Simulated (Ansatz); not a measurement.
SiC and its competing phases

Computed with DFT PBE, scalar-relativistic, plane waves, PAW (Ansatz 0.2.0). All cells share a 420 eV cutoff and Γ-centred k meshes spaced at most about 0.3 Å⁻¹ (about 0.25 or finer for metals, 2π included). No spin polarisation.

Formation energies are uncorrected and refer to the elements' standard structures at the same level.

Temperature and zero-point effects are left out. The reference form of C is held partly by dispersion forces, which this level lacks.

The competitors are the elements and 1 reference phase of this chemical system (from databases or known types: SiC), relaxed at the same level; other known phases may be missing.

The candidate was reached from: 4-connected net, two elements alternating.

```cif
data_structure
_symmetry_space_group_name_H-M 'Pbam'
_symmetry_Int_Tables_number 55
_cell_length_a 5.2230
_cell_length_b 8.1922
_cell_length_c 2.9365
_cell_angle_alpha 90.000
_cell_angle_beta 90.000
_cell_angle_gamma 90.000
_cell_volume 125.64
loop_
_atom_site_label
_atom_site_type_symbol
_atom_site_symmetry_multiplicity
_atom_site_Wyckoff_symbol
_atom_site_fract_x
_atom_site_fract_y
_atom_site_fract_z
_atom_site_occupancy
Si1 Si 4 h 0.59117 0.64498 0.50000 1
Si2 Si 2 c 0.00000 0.50000 0.00000 1
C1 C 4 h 0.05500 0.34648 0.50000 1
C2 C 2 a 0.50000 0.50000 0.00000 1
```

**Question.** Where does it stand against these competitors?

**Answer.** Not the lowest form: another structure of the same formula lies lower. Its formation energy is 0.376 eV/atom. The lowest competing phase at this composition is this:

| phase | space group | source | share of atoms | ΔE_f (eV/atom) |
| --- | --- | --- | --- | --- |
| SiC | P6_3mc (No. 186) | Materials Project | 1.0000 | -0.204 |

The candidate lies 0.58 eV/atom above this phase. The candidate matches no cell in the subsets of the Crystallography Open Database and the Materials Project at hand. The margin is far too high for a likely synthesis.
